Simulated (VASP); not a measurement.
# Sn: drag along a line

Sn, slab, 13 atoms in the cell. PBE, constrained relaxations along a path; PAW potentials Sn_d (PBE set).

Path: drag along a line, Sn hops from a hollow site to the next hollow site of Sn(100).

## Input

INCAR:
```
ALGO = Normal
EDIFF = 1E-6
EDIFFG = -0.03
ENCUT = 250
IBRION = 2
ISIF = 2
ISMEAR = 1
KPAR = 2
LASPH = T
LCHARG = F
LREAL = F
LWAVE = F
NELM = 100
NSW = 60
POTIM = 0.5
PREC = Normal
SIGMA = 0.1
```

KPOINTS:
```
k-points
0
Gamma
  2 2 1
```

POSCAR.step1:
```
Sn
1.0
    7.5786072768      0.0000000000      0.0000000000
    0.0000000000      7.5786072768      0.0000000000
    0.0000000000      0.0000000000     18.9593036384
Sn
13
Selective dynamics
Direct
    0.0000000000      0.0000000000      0.3164673194  F F F
    0.5000000000      0.0000000000      0.3164673194  F F F
    0.0000000000      0.5000000000      0.3164673194  F F F
    0.5000000000      0.5000000000      0.3164673194  F F F
    0.2500000000      0.2500000000      0.4163998831  T T T
    0.7500000000      0.2500000000      0.4163998831  T T T
    0.2500000000      0.7500000000      0.4163998831  T T T
    0.7500000000      0.7500000000      0.4163998831  T T T
    0.0000000000      0.0000000000      0.5163324469  T T T
    0.5000000000      0.0000000000      0.5163324469  T T T
    0.0000000000      0.5000000000      0.5163324469  T T T
    0.5000000000      0.5000000000      0.5163324469  T T T
    0.2500000000      0.2500000000      0.5796259107  F T T
```

POSCAR.step2:
```
Sn
1.0
    7.5786072768      0.0000000000      0.0000000000
    0.0000000000      7.5786072768      0.0000000000
    0.0000000000      0.0000000000     18.9593036384
Sn
13
Selective dynamics
Direct
    0.0000000000      0.0000000000      0.3164673194  F F F
    0.5000000000      0.0000000000      0.3164673194  F F F
    0.0000000000      0.5000000000      0.3164673194  F F F
    0.5000000000      0.5000000000      0.3164673194  F F F
    0.2500000000      0.2500000000      0.4163998831  T T T
    0.7500000000      0.2500000000      0.4163998831  T T T
    0.2500000000      0.7500000000      0.4163998831  T T T
    0.7500000000      0.7500000000      0.4163998831  T T T
    0.0000000000      0.0000000000      0.5163324469  T T T
    0.5000000000      0.0000000000      0.5163324469  T T T
    0.0000000000      0.5000000000      0.5163324469  T T T
    0.5000000000      0.5000000000      0.5163324469  T T T
    0.1500000000      0.2500000000      0.5796259107  F T T
```

POSCAR.step3:
```
Sn
1.0
    7.5786072768      0.0000000000      0.0000000000
    0.0000000000      7.5786072768      0.0000000000
    0.0000000000      0.0000000000     18.9593036384
Sn
13
Selective dynamics
Direct
    0.0000000000      0.0000000000      0.3164673194  F F F
    0.5000000000      0.0000000000      0.3164673194  F F F
    0.0000000000      0.5000000000      0.3164673194  F F F
    0.5000000000      0.5000000000      0.3164673194  F F F
    0.2500000000      0.2500000000      0.4163998831  T T T
    0.7500000000      0.2500000000      0.4163998831  T T T
    0.2500000000      0.7500000000      0.4163998831  T T T
    0.7500000000      0.7500000000      0.4163998831  T T T
    0.0000000000      0.0000000000      0.5163324469  T T T
    0.5000000000      0.0000000000      0.5163324469  T T T
    0.0000000000      0.5000000000      0.5163324469  T T T
    0.5000000000      0.5000000000      0.5163324469  T T T
    0.0750000000      0.2500000000      0.5796259107  F T T
```

POSCAR.step4:
```
Sn
1.0
    7.5786072768      0.0000000000      0.0000000000
    0.0000000000      7.5786072768      0.0000000000
    0.0000000000      0.0000000000     18.9593036384
Sn
13
Selective dynamics
Direct
    0.0000000000      0.0000000000      0.3164673194  F F F
    0.5000000000      0.0000000000      0.3164673194  F F F
    0.0000000000      0.5000000000      0.3164673194  F F F
    0.5000000000      0.5000000000      0.3164673194  F F F
    0.2500000000      0.2500000000      0.4163998831  T T T
    0.7500000000      0.2500000000      0.4163998831  T T T
    0.2500000000      0.7500000000      0.4163998831  T T T
    0.7500000000      0.7500000000      0.4163998831  T T T
    0.0000000000      0.0000000000      0.5163324469  T T T
    0.5000000000      0.0000000000      0.5163324469  T T T
    0.0000000000      0.5000000000      0.5163324469  T T T
    0.5000000000      0.5000000000      0.5163324469  T T T
    0.0000000000      0.2500000000      0.5796259107  F T T
```

POSCAR.step5:
```
Sn
1.0
    7.5786072768      0.0000000000      0.0000000000
    0.0000000000      7.5786072768      0.0000000000
    0.0000000000      0.0000000000     18.9593036384
Sn
13
Selective dynamics
Direct
    0.0000000000      0.0000000000      0.3164673194  F F F
    0.5000000000      0.0000000000      0.3164673194  F F F
    0.0000000000      0.5000000000      0.3164673194  F F F
    0.5000000000      0.5000000000      0.3164673194  F F F
    0.2500000000      0.2500000000      0.4163998831  T T T
    0.7500000000      0.2500000000      0.4163998831  T T T
    0.2500000000      0.7500000000      0.4163998831  T T T
    0.7500000000      0.7500000000      0.4163998831  T T T
    0.0000000000      0.0000000000      0.5163324469  T T T
    0.5000000000      0.0000000000      0.5163324469  T T T
    0.0000000000      0.5000000000      0.5163324469  T T T
    0.5000000000      0.5000000000      0.5163324469  T T T
   -0.0750000000      0.2500000000      0.5796259107  F T T
```

POSCAR.step6:
```
Sn
1.0
    7.5786072768      0.0000000000      0.0000000000
    0.0000000000      7.5786072768      0.0000000000
    0.0000000000      0.0000000000     18.9593036384
Sn
13
Selective dynamics
Direct
    0.0000000000      0.0000000000      0.3164673194  F F F
    0.5000000000      0.0000000000      0.3164673194  F F F
    0.0000000000      0.5000000000      0.3164673194  F F F
    0.5000000000      0.5000000000      0.3164673194  F F F
    0.2500000000      0.2500000000      0.4163998831  T T T
    0.7500000000      0.2500000000      0.4163998831  T T T
    0.2500000000      0.7500000000      0.4163998831  T T T
    0.7500000000      0.7500000000      0.4163998831  T T T
    0.0000000000      0.0000000000      0.5163324469  T T T
    0.5000000000      0.0000000000      0.5163324469  T T T
    0.0000000000      0.5000000000      0.5163324469  T T T
    0.5000000000      0.5000000000      0.5163324469  T T T
   -0.1500000000      0.2500000000      0.5796259107  F T T
```

POSCAR.step7:
```
Sn
1.0
    7.5786072768      0.0000000000      0.0000000000
    0.0000000000      7.5786072768      0.0000000000
    0.0000000000      0.0000000000     18.9593036384
Sn
13
Selective dynamics
Direct
    0.0000000000      0.0000000000      0.3164673194  F F F
    0.5000000000      0.0000000000      0.3164673194  F F F
    0.0000000000      0.5000000000      0.3164673194  F F F
    0.5000000000      0.5000000000      0.3164673194  F F F
    0.2500000000      0.2500000000      0.4163998831  T T T
    0.7500000000      0.2500000000      0.4163998831  T T T
    0.2500000000      0.7500000000      0.4163998831  T T T
    0.7500000000      0.7500000000      0.4163998831  T T T
    0.0000000000      0.0000000000      0.5163324469  T T T
    0.5000000000      0.0000000000      0.5163324469  T T T
    0.0000000000      0.5000000000      0.5163324469  T T T
    0.5000000000      0.5000000000      0.5163324469  T T T
   -0.2500000000      0.2500000000      0.5796259107  F T T
```

Commands (each step's output is kept before the next begins):
```
cat potpaw_PBE.64/Sn_d/POTCAR > POTCAR
cp POSCAR.step1 POSCAR
mpirun -np 4 vasp_std > vasp.out
cp POSCAR.step2 POSCAR
mpirun -np 4 vasp_std > vasp.out
cp POSCAR.step3 POSCAR
mpirun -np 4 vasp_std > vasp.out
cp POSCAR.step4 POSCAR
mpirun -np 4 vasp_std > vasp.out
cp POSCAR.step5 POSCAR
mpirun -np 4 vasp_std > vasp.out
cp POSCAR.step6 POSCAR
mpirun -np 4 vasp_std > vasp.out
cp POSCAR.step7 POSCAR
mpirun -np 4 vasp_std > vasp.out
```

## Result

- Barrier (eV): 1.283
- Ionic steps, all stages: 203
- Electronic steps, all stages: 2171

Energy along the pull:

| Share of the way | Energy above the start (eV) |
|---|---|
| 0 | 0.000 |
| 0.2 | 0.399 |
| 0.35 | 1.103 |
| 0.5 | 1.283 |
| 0.65 | 1.103 |
| 0.8 | 0.399 |
| 1 | -0.000 |

The slab is body-centred cubic Sn(100), which isn't the element's stable structure, in-plane cell 7.58 × 7.58 Å, with 2 × 2 k points.

Limits: the adatom repeats in each 2 x 2 surface cell, and the slab has three layers.

VASP 6.6.1 took 3697 s on 4 cores (AMD EPYC 9R45 (Zen 5)), a shared host.
